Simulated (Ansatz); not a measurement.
# LiNbO3: further runs on the relaxed cell

The task here is to estimate one member of a computed series from the others.

Computed with Ansatz 0.2.0 (DFT PBE, scalar-relativistic, plane waves, PAW, unless a step's input says otherwise).

1 further run of the same task is left out (set aside as unsound or not needed). Runs told in other sessions of the task aren't counted.

### The system as given

The structure is trigonal, space group R3c (No. 161). Conventional cell: a = 5.190 Å, b = 5.190 Å, c = 14.014 Å, α = 90.00°, β = 90.00°, γ = 120.00°. Around Li (site symmetry 3) lie 6 O at 2.08 to 2.27 Å. Nb (site symmetry 3) is surrounded by 6 O at 1.88 to 2.16 Å. Around O (site symmetry 1) lie 2 Nb at 1.88 to 2.16 Å and 2 Li at 2.08 to 2.27 Å.

Structure file:

```
CELL_PARAMETERS angstrom
2.59475 1.49808 4.67149
-2.59475 1.49808 4.67149
0.00000 -2.99616 4.67149
ATOMIC_POSITIONS crystal
Li 0.28160 0.28160 0.28160
Li 0.78160 0.78160 0.78160
Nb 0.00045 0.00045 0.00045
Nb 0.50045 0.50045 0.50045
O 0.11044 0.35817 0.72115
O 0.72115 0.11044 0.35817
O 0.35817 0.72115 0.11044
O 0.22115 0.85817 0.61044
O 0.85817 0.61044 0.22115
O 0.61044 0.22115 0.85817
```

It is the result of an earlier relaxation at this level (volume 10.90 Å³/atom; gap on the mesh: 3.57 eV).

Set-up of the first run:

Input file input.yaml:

```yaml
crystal:
  lattice:
    - [2.5685392815, 1.4829468456, 4.6242999637]
    - [-2.5685392815, 1.4829468456, 4.6242999637]
    - [0.0, -2.9658936911, 4.6242999637]
  atoms:
    - { symbol: Li, position: [0.2816011486, 0.2816011486, 0.2816011486] }
    - { symbol: Li, position: [0.7816011486, 0.7816011486, 0.7816011486] }
    - { symbol: Nb, position: [0.0004547331, 0.0004547331, 0.0004547331] }
    - { symbol: Nb, position: [0.5004547331, 0.5004547331, 0.5004547331] }
    - { symbol: O, position: [0.110444053, 0.3581696854, 0.7211453799] }
    - { symbol: O, position: [0.7211453799, 0.110444053, 0.3581696854] }
    - { symbol: O, position: [0.3581696854, 0.7211453799, 0.110444053] }
    - { symbol: O, position: [0.2211453799, 0.8581696854, 0.610444053] }
    - { symbol: O, position: [0.8581696854, 0.610444053, 0.2211453799] }
    - { symbol: O, position: [0.610444053, 0.2211453799, 0.8581696854] }
basis:
  ecutwfc: 420
kpoints:
  mp_grid: { grid: [6, 6, 6] }
hamiltonian:
  xc: pbe
scf:
  occupations: { method: gaussian, width: 0.02 }
output:
  forces: true
  stress: true
  eigenvalues: true
relax:
  adjacent_minimum: "off"
  f_tol: 0.01
  max_steps: 30
  cell: { stress_tol: 0.1, fix: [volume] }
```

The run is started by

```bash
$ ansatz run input.yaml --threads 2 --pin off --max-ram 5120MiB --backend cpu --events-out ev --progress --plain --runs-dir out
```

Among the steps run: Point at V/V0 = 0.97; Volume × 1.03; Point at V/V0 = 0.94; Volume × 1.06.

One table of the session follows, with a row left open; its other results are not shown here.

It belongs to the step «Equation of state». 

| volume (Å³/atom) | energy above the lowest point (meV/atom) | pressure (GPa) | gap on the mesh (eV) |
| --- | --- | --- | --- |
| 10.242 | 14.5 | 7.55 | 3.62 |
| 10.568 | ? | ? | ? |
| 10.895 | 0.0 | -0.01 | 3.57 |
| 11.222 | 2.9 | -2.74 | 3.55 |
| 11.549 | 10.7 | -4.85 | 3.53 |

Estimate the missing values for volume (Å³/atom) = 10.568.

Worked estimate for «energy above the lowest point (meV/atom)». A straight line through the neighbours (10.242, 14.5) and (10.895, 0.0) gives 14.5 + (0.0 − 14.5) × (10.568 − 10.242) / (10.895 − 10.242) = 7.3; a parabola fitted to 3 rows on both sides gives 3.9.

The run gave: energy above the lowest point (meV/atom): 3.4; pressure (GPa): 3.43; gap on the mesh (eV): 3.59. In «energy above the lowest point (meV/atom)» the line misses by +3.9 and the parabola by +0.5.
